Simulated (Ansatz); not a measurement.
Set up this calculation in Ansatz 0.2.0, as the native input.

* Task: single point
* Functional: PBE
* Potentials or basis: Ansatz PAW
* Cutoff: 420 eV (not typed: the program's choice for these potentials)
* k mesh: 7 × 7 × 7
* Occupations: gaussian, width 0.022 eV
* Spin: no spin polarisation

Crystal: SnTe.

```
Te Sn
1.0
     3.90470    0.00000    0.00000
     0.00000    3.90470    0.00000
     0.00000    0.00000    3.90470
Te Sn
1 1
Direct
  0.50000 0.50000 0.50000
  0.00000 0.00000 0.00000
```

Measurements of this composition are mostly on another form, of space group No. 225.

The input as run:

input.yaml

```yaml
crystal:
  lattice:
    - [3.9047, 0.0, 0.0]
    - [0.0, 3.9047, 0.0]
    - [0.0, 0.0, 3.9047]
  atoms:
    - { symbol: Te, position: [0.5, 0.5, 0.5] }
    - { symbol: Sn, position: [0.0, 0.0, 0.0] }
hamiltonian:
  xc: pbe
  pseudopotentials: { kind: paw }
kpoints:
  mp_grid: { grid: [7, 7, 7] }
scf:
  occupations: { method: gaussian, width: 0.022 }
output:
  forces: true
  stress: true
  eigenvalues: true
```

Potentials or basis: Ansatz PAW.

Run with:

```sh
$ ansatz run input.yaml --threads 2 --pin off --max-ram 5632MiB --backend cpu --events-out ev --progress --plain --runs-dir out
```

Results of the run:

- Pressure: -1.1 GPa
- Band gap on the k mesh: none (metal or under the smearing width)

Wall time 0.9 s on 2 threads of Arm Neoverse V2, with other jobs on the host, peak memory 0.32 GiB.
